## Question

A crystal of diamond is held at one fixed volume while the plane-wave basis that describes its electrons is enlarged. The "sweep value" is the wave-function cutoff in Ry: waves of higher kinetic energy are left out. The "energy less tightest" is the distance from the 68 Ry run, and a negative pressure means tension, so that the cell would lower its energy by shrinking.

Quantum ESPRESSO 7.5, plane-wave DFT with the PBE functional and GBRV 1.5 ultrasoft pseudopotentials, for diamond in a fixed two-atom cell without spin polarisation, on a 13×13×13 k mesh with cold smearing of 0.1 eV. The sweep value is the wave-function cutoff in Ry. Free energies and the force miss (largest component) are taken relative to the 68 Ry run.

```tsv
sweep density cutoff (eV)	sweep value	energy less tightest (meV/atom)	pressure (GPa)	gap (eV)	force miss (eV/Å)	scf iterations
4898	18	304.1	-31.76	4.222	0.000	7
4898	22	57.1	-6.36	4.150	0.000	7
4898	27	14.7	1.30	4.161	0.000	6
4898	31	11.8	2.19	4.161	0.000	6
4898	36	8.9	1.59	4.159	0.000	7
4898	40	5.6	1.39	4.161	0.000	7
4898	45	2.8	1.53	4.161	0.000	7
5878	54	1.6	1.84	4.162	0.000	7
7402	68	0.0	1.53	4.162	0.000	7
```

(a) At 18 and 22 Ry the crystal appears to be under strong tension. Explain how an unchanged crystal can acquire it.

(b) Estimate the tension from the energies alone, and compare it with the computed pressures.

(c) An engineer has only the 22 Ry run and sees a smooth self-consistent solution, zero forces and a sensible gap. Which of these would have revealed the fault?

(d) From 27 Ry upward the pressure looks reasonable. Is the calculation converged there?

## Model answer

### (a) Where the tension comes from

The atoms and the cell are the same in every row, so the change from −32 GPa at 18 Ry to about +1.5 GPa at 68 Ry belongs to the basis. A plane-wave basis has a shortest wavelength, $2\pi/\sqrt{E_c}$ in bohr when the cutoff $E_c$ is in Ry. It is about 0.8 Å at 18 Ry, half the length of a carbon–carbon bond. Features of the orbitals much finer than this are smeared out, and the energy comes out too high.

Carbon is a demanding case for a reason known from its chemistry. Its valence 2p orbitals have no inner p shell to which they must be orthogonal, so they stay compact and close to the nucleus. The pseudopotential smooths them, but a good deal of short-wave structure remains. The first additions to the basis are therefore worth a great deal of energy: going from 18 to 22 Ry gains 247 meV per atom.

An energy that is too high need not spoil a pressure. If the error were the same at every volume, it would drop out, because pressure measures how energy changes with volume. The trouble lies in the way the stress is calculated. The formula stretches the plane waves together with the cell and keeps their number fixed.

When the cell expands, each wave becomes longer, and the shortest wave available is no longer quite so short. The basis has become coarser, and the energy rises for that reason alone. The calculation registers this rise as a resistance to expansion, that is, as a pull inward. This false contribution is known as Pulay stress.

### (b) The tension from two energies

Let $E$ be the energy per atom and $V$ the volume per atom. The kinetic energy of a wave varies as the inverse square of its wavelength, and wavelengths scale with the edge of the cell. With a fixed set of waves, the effective cutoff therefore follows $E_c \propto V^{-2/3}$. Differentiating the energy with respect to volume then gives

$$
P = P_c + \frac{2}{3V}\,\frac{\partial E}{\partial \ln E_c},
$$

where $P_c$ is the pressure at a truly constant cutoff. The second term is the false pressure. It is negative as long as a larger basis lowers the energy.

For the step from 18 to 22 Ry, the energy changes by $57.1-304.1=-247$ meV per atom, and $\ln(22/18)=0.201$. With 5.67 Å³ per atom and 1 eV/Å³ = 160.2 GPa,

$$
P_{\text{false}} \approx \frac{2}{3}\times\frac{-0.247\ \text{eV}}{5.67\ \text{Å}^3\times 0.201}\times 160.2\ \frac{\text{GPa}}{\text{eV/Å}^3} \approx -23\ \text{GPa}.
$$

The computed pressures at the two ends of this step average −19.1 GPa. Relative to the 68 Ry value of 1.5 GPa, that is an error of about −21 GPa. The estimate is some 13 % larger in size than this error, although no constant in it was adjusted to the pressures. The true difference is probably wider. The tension fades fastest at the start of the step, so the mean of the two ends overstates its average. Exact agreement is not to be expected in any case, because $P_c$ itself can shift when the basis is this small.

The next step tests whether the link still holds when the energy gain is much smaller. From 22 to 27 Ry the same formula gives −3.9 GPa, and the computed error is −4.1 GPa. With only two pressures per step, so close a match is partly luck. But the tension does fade together with the slope of the energy, as the argument requires. The agreement in sign, rough size and decline supports the explanation, while the reason for the link comes from the theory of the stress.

### (c) What the 22 Ry run conceals

None of the three would have revealed it. The self-consistent cycle gives no warning. It finds the best density within the basis it is offered and has no knowledge of the waves left out. It needs six or seven iterations in every row, including those with the false tension.

The forces are equally blind here. Each carbon atom sits at the centre of a regular tetrahedron of neighbours, where pulls in different directions cancel by symmetry. A poor basis respects that symmetry as well as a good one. The zeros under "force miss" are therefore a property of the crystal and carry no information about the cutoff.

The gap is the most tempting of the three signs. At 22 Ry it lies only 12 meV below its final value, a deviation of 0.3 %, while the pressure has the wrong sign. A gap is a difference between two electron levels at one volume, so it never meets the change of basis that accompanies a strain. It can also approach its final value from either side: it is too large at 18 Ry and too small at 22 Ry.

What reveals the fault is a second energy at a neighbouring cutoff. If the energy still falls steeply, the formula in (b) turns that fall into a pressure, which can be compared with the accuracy required. A single run offers no such comparison, however smoothly it ended.

### (d) Why 27 Ry is not the end

At 27 Ry the large false tension has gone. The pressure is positive and lies within about 0.2 GPa of the 68 Ry value. Yet the next run, at 31 Ry, moves it up by 0.9 GPa, and later values scatter without a steady approach. The closeness at 27 Ry is thus a crossing and no proof of convergence.

The same caution applies to 45 and 68 Ry, whose pressures are both 1.53 GPa. The run between them gives 1.84 GPa. Two equal values with a different one in between show the size of the remaining uncertainty, a few tenths of a GPa, and do not remove it.

The energy gives a similar lesson. The step from 27 to 31 Ry is only 2.9 meV per atom, which might suggest that little remains to be gained. But the energy at 27 Ry is still 14.7 meV per atom above that at 68 Ry, because many small steps of the same sign follow. A small difference between neighbours measures the local slope and puts no limit on the distance still to go.

Nor is the 68 Ry run itself a proven end point. The last step still lowers the energy by 1.6 meV per atom. The 36 Ry run meets a bound of 10 meV per atom with only 1.1 meV to spare, so another fall of that size in the reference would make it fail. In addition, the separate cutoff for the electron density is raised at 54 and 68 Ry, so the last two steps mix two changes.

## Remarks on the reasoning

**Height and slope.** The central distinction is between how large an energy error is and how fast it changes with the basis. An expansion of 1 % in volume lowers the effective cutoff by about 0.7 %. With the mean slope between 18 and 22 Ry found in (b), this costs roughly 8 meV per atom of purely artificial energy, and at 18 Ry itself, where the slope is steeper, it costs more. A relaxation that followed this stress would shrink the cell to avoid a cost that the real crystal does not have.

The remedy follows from the same distinction. Either the cutoff is raised until the energy slope is harmless, or energies are computed at several volumes with the same cutoff and the pressure is taken from their curve. The second route restores short waves as the cell expands and so avoids most of the false pull. The error to watch for is largest where compact orbitals meet a low cutoff; elements with smoother valence orbitals reach the harmless region sooner.

**Where the estimate stops being useful.** Between 27 and 45 Ry the formula predicts false pressures of about −0.4 to −0.6 GPa. The computed pressures do not follow it: at 31 Ry the value lies above the final one, although the predicted contribution is negative. At this level, small changes in $P_c$ and the uncertainty of the reference are as large as the effect sought. A large estimate is therefore a reliable alarm in this table, whereas a small one is no certificate of convergence.

**The slow tail.** After the steep initial fall, the energy keeps dropping by roughly 0.6 to 0.8 meV per atom for each added Ry up to 45 Ry, with no clear sign of levelling off. A possible cause is short-wave structure left in the pseudopotential, which only high-energy waves can resolve; these runs do not test that. Whatever its origin, the tail shows that a steep fall followed by a gentle slope need not be an exponential approach to a limit.

**Why the gap settles early.** The gap is a difference between two levels, so whatever a small basis adds to both of them alike drops out. The total energy has no such partner to cancel its error. The cancellation in the gap is not complete: at 18 Ry it is still 60 meV too large. From 27 Ry upward the gap does settle, to within 3 meV, but only to the value of this functional on this k mesh. The mesh can miss the exact band edge, and PBE is known to make the gap of diamond too small.
